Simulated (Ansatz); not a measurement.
Runs of Ansatz 0.2.0 on Cs. Symmetry: Im-3m, No. 229, cubic system. The conventional cell has a = 6.257 Å, b = 6.257 Å, c = 6.257 Å, α = 90.00°, β = 90.00°, γ = 90.00°. 

```csv
task,level,potentials or basis,k mesh,cutoff (eV),smearing,points for each segment of the path,gap on the mesh (eV),pressure (GPa)
projected density of states,revPBE,Ansatz PAW,4 × 4 × 4,420,fermi-dirac 0.05 eV,-,none,0.1
single point,PBE,Ansatz PAW,6 × 6 × 6,420,fermi-dirac 0.05 eV,-,none,(a)
projected density of states,r2SCAN,Ansatz PAW,4 × 4 × 4,500,fermi-dirac 0.05 eV,-,none,0.1
single point,r2SCAN+D4,Ansatz PAW,6 × 6 × 6,500,methfessel-paxton 0.1 eV,-,none,0.0
projected density of states,PBE,Ansatz PAW,4 × 4 × 4,420,fermi-dirac 0.05 eV,-,none,0.0
projected density of states,RPBE,Ansatz PAW,4 × 4 × 4,420,fermi-dirac 0.05 eV,-,none,0.2
band structure,PBEsol,JTH PAW,6 × 6 × 6,1200,fermi-dirac 0.05 eV,14,none,-0.2
```

Alike in all rows: no spin polarisation; cell as given.

Q: Fill in the values left out.

A: (a) -0.1.

Caveats: the PAW data sets come from PBE, with cores solved anew for the run's functional, which leaves a small shift of forces and pressure (some runs); the density of states is complete only up to the lowest level of the last band computed (some runs); the potentials were made for another functional, which shifts forces and pressure (some runs); pairwise dispersion overbinds metals, which lowers pressure and volume (some runs).

A k mesh can miss the band edges, and the runs leave out spin-orbit coupling on Cs.

A gap of «none» marks a metal or a gap under the smearing width.

Not every run made on this cell is shown here.
